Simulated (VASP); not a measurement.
Here is a VASP 6.6.1 calculation.

POSCAR

```
Sn
1.0
   -2.9136480455      2.9136480455      1.5811265831
    2.9136480455     -2.9136480455      1.5811265831
    2.9136480455      2.9136480455     -1.5811265831
  Sn
     2
Direct
     0.0000000000000000    0.0000000000000000    0.0000000000000000
     0.7500000000000000    0.2500000000000000    0.5000000000000000
```

INCAR.step1

```
PREC = Accurate ; ENCUT = 600
EDIFF = 1E-8 ; ISMEAR = 0
SIGMA = 0.03 ; LREAL = F
LASPH = T ; NELM = 80
ALGO = Normal ; ISIF = 3
LWAVE = F ; LCHARG = F
GGA = PS ; IBRION = 2
NSW = 40 ; EDIFFG = -0.002
```

Contents of INCAR.step2:

```
PREC = Accurate ; ENCUT = 600
EDIFF = 1E-8 ; ISMEAR = 0
SIGMA = 0.03 ; LREAL = F
LASPH = T ; NELM = 80
ALGO = Normal ; ISIF = 2
LWAVE = F ; LCHARG = F
GGA = PS ; IBRION = 6
NFREE = 2 ; POTIM = 0.015
NSW = 1
```

KPOINTS

```
regular mesh
0
Gamma
  12 12 12
```

Potentials or basis: VASP PAW PBE potentials, release 64 (Sn_d).

Launch:

```console
$ cat potpaw_PBE.64/Sn_d/POTCAR > POTCAR
$ cp INCAR.step1 INCAR
$ mpirun -np 1 vasp_std > vasp.out
$ cp CONTCAR POSCAR
$ cp INCAR.step2 INCAR
$ mpirun -np 1 vasp_std > vasp.out
```

What does it give for the highest phonon frequency at Γ?

129 cm⁻¹.

Phonon frequencies in cm⁻¹ (negative: imaginary):
```csv
q point,frequencies
"(0.000, 0.000, 0.000)",0 0 0 38 129 129
```
